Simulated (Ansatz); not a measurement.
Here is an Ansatz 0.2.0 calculation.

input.yaml

```yaml
crystal:
  lattice:
    - [0.0, 2.1657188437, 2.1657188437]
    - [2.1657188437, 0.0, 2.1657188437]
    - [2.1657188437, 2.1657188437, 0.0]
  atoms:
    - { symbol: Ti, position: [0.0, 0.0, 0.0] }
    - { symbol: C, position: [0.5, 0.5, 0.5] }
kpoints:
  mp_grid: { grid: [11, 11, 11] }
scf:
  occupations: { method: gaussian, width: 0.025 }
hamiltonian:
  xc: pbe
  pseudopotentials: { kind: all_electron, lapw: { basis_error: 0.001 } }
output:
  forces: true
  stress: true
  eigenvalues: true
```

Potentials or basis: all-electron LAPW, scalar-relativistic.

The run is started by

```console
$ ansatz run input.yaml --threads 1 --pin off --max-ram 3072MiB --backend cpu --events-out ev --progress --plain --runs-dir out
```

Problem. Predict the pressure.

Solution. 0.2 GPa.

Problem. What does it give for the band gap on the k mesh?

Solution. None (metal or under the smearing width).
